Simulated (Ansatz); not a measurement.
# FeSi (P2_13) in Ansatz: reference runs

Reference runs on FeSi: the cell as given and a disturbed copy.

Everything below comes from runs of Ansatz 0.2.0. Logs are shortened: lines on timing, memory, paths and dates and some standing lists are left out, and cuts for length are marked.

### Step 1. The crystal as given

Symmetry: P2_13, No. 198, cubic system. Conventional cell: a = 4.551 Å, b = 4.551 Å, c = 4.551 Å, α = 90.00°, β = 90.00°, γ = 90.00°. Fe (site symmetry 3) has 7 Si at 2.32 to 2.55 Å as nearest neighbours. Si (site symmetry 3) is surrounded by 7 Fe at 2.32 to 2.55 Å.

### Step 2. Single point, PBE, collinear spin, ferromagnetic start

Contents of input.yaml:

```yaml
crystal:
  lattice:
    - [4.5507, 0.0, 0.0]
    - [0.0, 4.5507, 0.0]
    - [0.0, 0.0, 4.5507]
  atoms:
    - { symbol: Fe, position: [0.86348, 0.63652, 0.36348], spin: 3.0 }
    - { symbol: Fe, position: [0.63652, 0.36348, 0.86348], spin: 3.0 }
    - { symbol: Fe, position: [0.36348, 0.86348, 0.63652], spin: 3.0 }
    - { symbol: Fe, position: [0.13652, 0.13652, 0.13652], spin: 3.0 }
    - { symbol: Si, position: [0.1576, 0.3424, 0.6576] }
    - { symbol: Si, position: [0.3424, 0.6576, 0.1576] }
    - { symbol: Si, position: [0.6576, 0.1576, 0.3424] }
    - { symbol: Si, position: [0.8424, 0.8424, 0.8424] }
hamiltonian:
  xc: pbe
  pseudopotentials: { kind: paw }
magnetization:
  spin_polarized: true
kpoints:
  mp_grid: { grid: [6, 6, 6] }
scf:
  occupations: { method: fermi_dirac, width: 0.05 }
output:
  forces: true
  stress: true
  eigenvalues: true
  write_density: true
  write_potential: true
  elf: true
  volumetric_format: npy
```

Potentials or basis: Ansatz PAW.

Command:

```bash
ansatz run input.yaml --threads 4 --pin off --max-ram 11264MiB --backend cpu --events-out ev --progress --plain --runs-dir out
```

Log:

```text
Warning: RAYON_NUM_THREADS=4 ignored (pool sized by the plan → 4); use --threads N
Engine: ansatz 0.2.0, aarch64-unknown-linux-gnu
Pseudopotentials: kind: paw
Pseudopotential: Fe, paw, valence charge 16, recommended cutoff 420 eV (normal), Fe.paw.azcp
Pseudopotential: Si, paw, valence charge 4, recommended cutoff 420 eV (normal), Si.paw.azcp
Functional definition: PBE
  parameter kappa = 0.804
  parameter beta = 0.06672455060314922
  exchange = pbe_x(kappa = kappa, mu = beta*pi^2/3)
  correlation = pbe_c(beta = beta)
Crystal: 8 atoms, lattice volume = 94.240 Å³
Basis set: ecut = 420 eV, 1839 PW (Γ), exchange–correlation on 64×64×64 points (8 copies of the dense FFT grid, shifted against one another)
Bands: 56, of which v1, the nominal top of the filled ones, is band 40 counted from 1 (39 counted from 0)
Symmetry: 12 space group operations
Space group: P213 (ITA 198), of the structure as read, at distance tolerance 4.6e-5 Å
Magnetic group: BNS 198.9 (UNI 1511), of the structure as read, at distance tolerance 4.6e-5 Å
k-points: 24 of 216 (time reversal used)
Non-local potential: Fe, projectors of the file, l = 0: 3, l = 1: 2, l = 2: 3, l = 3: 1
Non-local potential: Si, projectors of the file, l = 0: 2, l = 1: 2, l = 2: 2
PAW form: soft (Blöchl's): semilocal exchange-correlation on the pseudo side does not see the compensation charge
PAW one-centre angular grid: Fe, 590 points (default); XC on 64 Gauss nodes
PAW one-centre angular grid: Si, 110 points (default); XC on 64 Gauss nodes
Initial density: superposition of atomic densities (chi_scale 0.1, normalization cell)
Starting moments: Σ|m| = 12 μB on 4 of 8 sites
Initial wavefunctions: pseudopotential atomic-orbital guess
Functional: x = pbe(κ = 0.804, μ = 0.2195149727645171), c = pbe(β = 0.06672455060314922)
SCF iter   1: F=—  HF=-20468.477418 eV  |F-HF|=—  |Δ(HF+E_count)|=         —  Δρ=1.70e-1 (↑1.70e-1 ↓8.95e-2)  dr2=5.80e0  dr2_m=1.39e1  M=4.205 μB ∫|m|=5.499 μB  β_m=0.30  ethr=3.10e-3  ⟨swp⟩=6.8  Hψ=10489  notcnv=0  defer=5
Mixer restart at iter 1: flushing history
preconditioner: auto → Kerker (q_TF=auto, 2.655 Å⁻¹)  [metal: Δε(μ)=0.053 eV  Ē_g=7.620 eV  σ=0.050 eV  W_gap=0.25  n_scr=26 (ndim 8)  ℏωp=26.5 eV  f_vac=0.000  D(μ)=6.30/eV (n_scr^D=80)]
spin=Collinear: Kerker preconditioning applied to the charge; magnetization (m = ρ↑ − ρ↓) channel mixes plain (no charge-response kernel on spin).
SCF iter   2: F=—  HF=-20465.436646 eV  |F-HF|=—  |Δ(HF+E_count)|=    3.04e0  Δρ=9.04e-2 (↑9.04e-2 ↓8.50e-2)  dr2=9.81e-1  dr2_m=6.43e0  M=4.275 μB ∫|m|=5.572 μB  β_m=0.52  ethr=3.10e-3  ⟨swp⟩=2.0  Hψ=4330  notcnv=0  defer=282
SCF iter   3: F=—  HF=-20469.007578 eV  |F-HF|=—  |Δ(HF+E_count)|=    3.57e0  Δρ=4.43e-2 (↑4.43e-2 ↓2.70e-2)  dr2=5.95e-1  dr2_m=9.68e-1  M=3.993 μB ∫|m|=5.108 μB  β_m=0.58  ethr=1.23e-3  ⟨swp⟩=3.0  Hψ=5309  notcnv=0  defer=282
SCF iter   4: F=—  HF=-20469.113818 eV  |F-HF|=—  |Δ(HF+E_count)|=   1.06e-1  Δρ=1.37e-2 (↑6.55e-3 ↓1.37e-2)  dr2=5.98e-1  dr2_m=1.57e-2  M=3.787 μB ∫|m|=4.778 μB  β_m=0.75  ethr=7.44e-4  ⟨swp⟩=2.5  Hψ=4910  notcnv=0  defer=299
SCF iter   5: F=—  HF=-20468.887641 eV  |F-HF|=—  |Δ(HF+E_count)|=   2.26e-1  Δρ=9.51e-3 (↑9.51e-3 ↓9.33e-3)  dr2=2.49e-1  dr2_m=4.86e-4  M=3.520 μB ∫|m|=4.374 μB  β_m=0.87  ethr=7.44e-4  ⟨swp⟩=2.8  Hψ=4458  notcnv=0  defer=299
SCF iter   6: F=—  HF=-20468.972870 eV  |F-HF|=—  |Δ(HF+E_count)|=   8.52e-2  Δρ=5.19e-3 (↑4.77e-3 ↓5.19e-3)  dr2=7.50e-2  dr2_m=9.47e-5  M=3.619 μB ∫|m|=4.492 μB  β_m=0.94  ethr=3.11e-4  ⟨swp⟩=2.0  Hψ=3539  notcnv=0  defer=296
SCF iter   7: F=—  HF=-20468.982320 eV  |F-HF|=—  |Δ(HF+E_count)|=   9.45e-3  Δρ=1.47e-3 (↑5.08e-4 ↓1.47e-3)  dr2=2.88e-3  dr2_m=2.43e-4  M=3.696 μB ∫|m|=4.585 μB  β_m=0.97  ethr=9.37e-5  ⟨swp⟩=2.0  Hψ=3784  notcnv=0  defer=296
SCF iter   8: F=—  HF=-20468.982768 eV  |F-HF|=—  |Δ(HF+E_count)|=   4.48e-4  Δρ=2.50e-4 (↑2.50e-4 ↓1.06e-4)  dr2=3.62e-5  dr2_m=2.51e-5  M=3.726 μB ∫|m|=4.624 μB  β_m=0.98  ethr=3.60e-6  ⟨swp⟩=2.2  Hψ=3997  notcnv=0  defer=296
SCF iter   9: F=—  HF=-20468.982724 eV  |F-HF|=—  |Δ(HF+E_count)|=   4.40e-5  Δρ=6.36e-5 (↑6.36e-5 ↓5.66e-5)  dr2=1.44e-5  dr2_m=2.86e-8  M=3.729 μB ∫|m|=4.630 μB  β_m=0.99  ethr=4.52e-8  ⟨swp⟩=2.0  Hψ=3397  notcnv=0  defer=296
SCF iter  10: F=—  HF=-20468.982723 eV  |F-HF|=—  |Δ(HF+E_count)|=   1.12e-6  Δρ=1.15e-5 (↑1.15e-5 ↓3.04e-6)  dr2=1.32e-7  dr2_m=2.21e-8  M=3.728 μB ∫|m|=4.629 μB  β_m=1.00  ethr=1.80e-8  ⟨swp⟩=2.0  Hψ=3218  notcnv=0  defer=296
SCF iter  11: F=—  HF=-20468.982723 eV  |F-HF|=—  |Δ(HF+E_count)|=   2.80e-8  Δρ=2.46e-6 (↑1.87e-6 ↓2.46e-6)  dr2=1.08e-9  dr2_m=3.72e-9  M=3.728 μB ∫|m|=4.629 μB  β_m=0.95  ethr=1.65e-10  ⟨swp⟩=2.1  Hψ=3738  notcnv=0  defer=296
SCF iter  12: F=-20468.982723 eV  HF=-20468.982723 eV  |F-HF|=1.24e-9  |Δ(HF+E_count)|=  1.67e-10  Δρ=7.03e-7 (↑6.09e-7 ↓7.03e-7)  dr2=1.38e-9  dr2_m=3.07e-12  M=3.728 μB ∫|m|=4.629 μB  ethr=1.35e-12  ⟨swp⟩=9.9  Hψ=15719  notcnv=0
SCF 1 converged in 12 iterations: F = -20468.982723 eV  dr2 = 1.38e-9
SCF converged after 12 iterations
Magnetization: 3.7281 μB (41.8641 up, 38.1359 down)
Absolute magnetization: 4.6290 μB (∫|ρ↑−ρ↓|, with the PAW one-centre terms)
Spin contamination: 0.0862 ħ² per cell (⟨S²⟩ above its minimum at these occupations)
Per-site moments (μB) at R_I (Å): [(1.017880996288957, 0.9562849999618926), (1.017880996288957, 0.9562849999618926), (1.0178809962889575, 0.9562849999618926), (1.0178809962889572, 0.9562849999618926), (-0.0493829461768604, 0.9562849999618926), (-0.04938294617686044, 0.9562849999618926), (-0.0493829461768605, 0.9562849999618926), (-0.049382946176860565, 0.9562849999618926)]
Free energy (F): -20468.982723 eV
Harris-Foulkes:  -20468.982723 eV  (|F-HF|=1.24e-9)
Internal energy: -20468.922491 eV  (E = F + TS)
E sigma→0 (E₀):  -20468.952607 eV
Entropy (-TS):   -0.060232 eV (-7.529 meV/atom)
Fermi energy:    15.465493 eV
--- Per-component energies (eV) ---
  E_band       = -890.951629
  E_kinetic    = 1592.697259
  E_local      = -10807.025495  (includes V_loc(G=0)·N_el)
  E_nonlocal   = 958.446068
  E_hartree    = 4684.825332
  E_xc         = -702.771190
  E_vxc        = -808.614003  (∫ρ·V_xc dr)
  E_paw        = -7509.775576  (= ΣΔE_a)
  E_vpaw       = -1196.114526  (= ΣTr[D̂ρ^β])
  E_aug_tail   = 0.003390  (compensation charges beyond the density's cutoff)
  E_ewald      = -8685.322279
  E_smearing   = -0.060232  (= −TS)
  E_closure    = 0.000000  (closes the sum)
  Σ components = -20468.982723   (vs F -20468.982723, Δ=0.00e0)
--- Forces (eV/Å), atoms counted from 1 ---
  atom   1  Fe     0.02348519    -0.02348519     0.02348519
  atom   2  Fe    -0.02348519     0.02348519     0.02348519
  atom   3  Fe     0.02348519     0.02348519    -0.02348519
  atom   4  Fe    -0.02348519    -0.02348519    -0.02348519
  atom   5  Si    -0.05377984     0.05377984    -0.05377984
  atom   6  Si     0.05377984    -0.05377984    -0.05377984
  atom   7  Si    -0.05377984    -0.05377984     0.05377984
  atom   8  Si     0.05377984     0.05377984     0.05377984
  max |Σ_I F_I| component: 1.04e-16 eV/Å
--- Stress (GPa, compression-positive) ---
      -10.432021       0.000000      -0.000000
        0.000000     -10.432021       0.000000
       -0.000000       0.000000     -10.432021
  P = ⅓ Tr σ = -10.4320 GPa (-104.320 kbar)
--- Band table (eV; the first three rows and the last of 48) ---
  k-point 0 ↑: bands = ["-71.8007", "-71.7871", "-71.7871", "-71.7871", "-37.9110", "-37.9110", "-37.9110", "-37.8889", "-37.8889", "-37.8889", "-37.8679", "-37.8679", "-37.8413", "-37.8413", "-37.8413", "-37.8319", "2.6333", "7.7347", "7.7347", "7.7347", "10.4814", "10.4814", "10.4814", "11.9962", "11.9962", "11.9962", "12.4752", "12.5445", "12.5445", "12.7849", "12.7849", "12.7849", "13.3536", "13.3536", "13.3536", "14.7066", "14.7066", "14.7066", "14.7683", "14.7683", "15.5042", "15.5042", "15.5042", "17.9470", "17.9470", "17.9470", "18.4738", "18.4738", "19.0873", "19.0873", "19.0873", "20.5900", "21.6499", "21.6499", "21.6499", "23.5688"]
  k-point 1 ↑: bands = ["-71.8001", "-71.7893", "-71.7869", "-71.7858", "-37.9195", "-37.9138", "-37.9013", "-37.8946", "-37.8915", "-37.8781", "-37.8665", "-37.8650", "-37.8431", "-37.8420", "-37.8420", "-37.8339", "2.8295", "6.7297", "7.8502", "8.4093", "9.9512", "10.5982", "11.1201", "11.3370", "11.6076", "12.3186", "12.5914", "12.6703", "12.7552", "12.7729", "12.8267", "12.8508", "13.2053", "13.3473", "13.6241", "14.4876", "14.5567", "14.7191", "14.7732", "14.9141", "15.2794", "15.4267", "15.9860", "17.3267", "17.5036", "17.7990", "17.9129", "18.8171", "19.3695", "19.4251", "19.6782", "20.8469", "21.1347", "22.3598", "22.4168", "22.7234"]
  k-point 2 ↑: bands = ["-71.7981", "-71.7922", "-71.7863", "-71.7854", "-37.9239", "-37.9194", "-37.9015", "-37.8966", "-37.8850", "-37.8666", "-37.8662", "-37.8594", "-37.8462", "-37.8441", "-37.8436", "-37.8394", "3.4063", "5.4928", "8.1769", "8.8269", "9.7724", "10.6834", "10.8237", "11.1200", "11.8156", "12.0248", "12.6599", "12.7078", "12.7998", "12.8207", "12.9144", "13.0782", "13.1961", "13.4756", "13.7117", "14.1387", "14.4935", "14.6110", "14.8175", "14.8782", "15.1882", "15.2250", "16.4648", "16.9649", "16.9866", "17.1955", "18.3305", "19.2825", "19.7495", "19.8173", "20.4010", "20.9010", "21.0301", "21.4119", "21.7775", "22.6196"]
  k-point 23 ↓: bands = ["-70.6006", "-70.6006", "-70.6006", "-70.6006", "-36.7698", "-36.7698", "-36.7698", "-36.7698", "-36.7109", "-36.7109", "-36.7109", "-36.7109", "-36.6595", "-36.6595", "-36.6595", "-36.6595", "6.5310", "6.5310", "6.5310", "6.5310", "9.1736", "9.1736", "9.1736", "9.1736", "13.3834", "13.3834", "13.3834", "13.3834", "13.3910", "13.3910", "13.3910", "13.3910", "15.1131", "15.1131", "15.1131", "15.1131", "15.2242", "15.2242", "15.2242", "15.2242", "16.4051", "16.4051", "16.4051", "16.4051", "20.5410", "20.5410", "20.5410", "20.5410", "21.2029", "21.2029", "21.2029", "21.2029", "23.3326", "23.3326", "23.3326", "23.3326"]
```

It took 14 s on 4 threads of Arm Neoverse V2, shared host; peak memory 0.52 GiB.

Results:

| Item | Value |
| --- | --- |
| Free energy | -20468.9827 eV |
| Pressure | -10.4 GPa |
| Largest force | 0.093 eV/Å |
| Band gap on the k mesh | none (metal or under the smearing width) |
| Net moment | 3.73 μB per cell |
| Absolute moment | 4.63 μB per cell |
| Site moments | Fe +1.02; Si -0.05 μB |

Forces on the atoms (eV/Å):
```
Fe   0.023 -0.023  0.023
Fe  -0.023  0.023  0.023
Fe   0.023  0.023 -0.023
Fe  -0.023 -0.023 -0.023
Si  -0.054  0.054 -0.054
Si   0.054 -0.054 -0.054
Si  -0.054 -0.054  0.054
Si   0.054  0.054  0.054
```

### Step 3. Single point, PBE, collinear spin, ferromagnetic start (atoms moved at random, drawn with an rms of 0.05 Å)

Contents of input.yaml:

```yaml
crystal:
  lattice:
    - [4.5507, 0.0, 0.0]
    - [0.0, 4.5507, 0.0]
    - [0.0, 0.0, 4.5507]
  atoms:
    - { symbol: Fe, position: [0.866672, 0.641957, 0.363744], spin: 3.0 }
    - { symbol: Fe, position: [0.638896, 0.352937, 0.852462], spin: 3.0 }
    - { symbol: Fe, position: [0.362681, 0.851481, 0.632745], spin: 3.0 }
    - { symbol: Fe, position: [0.140916, 0.134029, 0.131888], spin: 3.0 }
    - { symbol: Si, position: [0.160863, 0.330741, 0.665561] }
    - { symbol: Si, position: [0.340773, 0.660961, 0.16681] }
    - { symbol: Si, position: [0.6523, 0.150373, 0.328246] }
    - { symbol: Si, position: [0.848419, 0.841394, 0.842758] }
hamiltonian:
  xc: pbe
  pseudopotentials: { kind: paw }
magnetization:
  spin_polarized: true
kpoints:
  mp_grid: { grid: [6, 6, 6] }
scf:
  occupations: { method: fermi_dirac, width: 0.05 }
output:
  forces: true
  stress: true
  eigenvalues: true
```

Potentials or basis: Ansatz PAW.

Command:

```bash
ansatz run input.yaml --threads 4 --pin off --max-ram 11264MiB --backend cpu --events-out ev --progress --plain --runs-dir out
```

Run time: 70 s. Hardware: 4 threads of Arm Neoverse V2, shared host; peak memory 1 GiB.

It converged, with:

| Property | Result |
| --- | --- |
| Free energy | -20468.8569 eV |
| Pressure | -10.3 GPa |
| Largest force | 1.106 eV/Å |
| Band gap on the k mesh | none (metal or under the smearing width) |
| Net moment | 3.59 μB per cell |
| Absolute moment | 4.47 μB per cell |
| Site moments | Fe +1.06, +1.02, +1.01, +0.83; Si -0.05 μB |

Forces in eV/Å, atoms in the order of the input:
```
Fe  -0.195 -0.655  0.019
Fe  -0.030  0.541  0.374
Fe   0.342  0.345  0.379
Fe  -0.209  0.036  0.419
Si  -0.357  0.378 -0.655
Si   0.429 -0.631 -0.801
Si   0.200  0.170  0.358
Si  -0.180 -0.184 -0.093
```

Stress tensor (GPa, compression positive):
```
-10.28   0.11   0.24
  0.11 -11.28   0.12
  0.24   0.12  -9.32
```

Levels at points of the mesh, in eV from the Fermi level:
Spin up:
```csv
k point,band 38,band 39,band 40,band 41,band 42,band 43,band 44,band 45,band 46,band 47
"(0.00, 0.00, 0.00)",-0.73,-0.68,-0.66,0.04,0.08,0.13,2.42,2.50,2.58,2.98
"(0.00, 0.00, -0.50)",-0.91,-0.59,-0.53,-0.39,-0.33,1.18,1.21,1.48,1.55,4.16
"(0.00, -0.50, 0.00)",-0.90,-0.57,-0.53,-0.35,-0.32,1.06,1.22,1.51,1.55,4.19
"(0.00, -0.50, -0.50)",-1.25,-0.93,-0.85,0.06,0.11,0.67,0.71,2.05,2.10,2.58
"(-0.50, 0.00, 0.00)",-0.88,-0.55,-0.54,-0.38,-0.33,1.09,1.16,1.43,1.52,4.19
"(-0.50, 0.00, -0.50)",-1.28,-0.93,-0.87,0.10,0.14,0.65,0.66,2.02,2.06,2.59
"(-0.50, -0.50, 0.00)",-1.29,-0.93,-0.86,0.05,0.15,0.58,0.68,2.05,2.16,2.53
"(-0.50, -0.50, -0.50)",-0.99,-0.97,-0.92,-0.19,-0.14,-0.12,-0.05,4.94,5.03,5.12
```
Spin down:
```csv
k point,band 36,band 37,band 38,band 39,band 40,band 41
"(0.00, 0.00, 0.00)",0.03,0.06,0.13,0.27,0.33,1.09
"(0.00, 0.00, -0.50)",-0.73,-0.06,-0.02,0.32,0.37,0.64
"(0.00, -0.50, 0.00)",-0.73,-0.04,0.01,0.27,0.35,0.68
"(0.00, -0.50, -0.50)",-0.68,-0.59,-0.52,-0.05,0.07,0.99
"(-0.50, 0.00, 0.00)",-0.70,-0.03,0.02,0.32,0.37,0.68
"(-0.50, 0.00, -0.50)",-0.70,-0.62,-0.55,0.02,0.07,1.01
"(-0.50, -0.50, 0.00)",-0.67,-0.65,-0.57,-0.07,0.06,1.02
"(-0.50, -0.50, -0.50)",-0.31,-0.28,-0.22,-0.20,-0.14,0.87
```
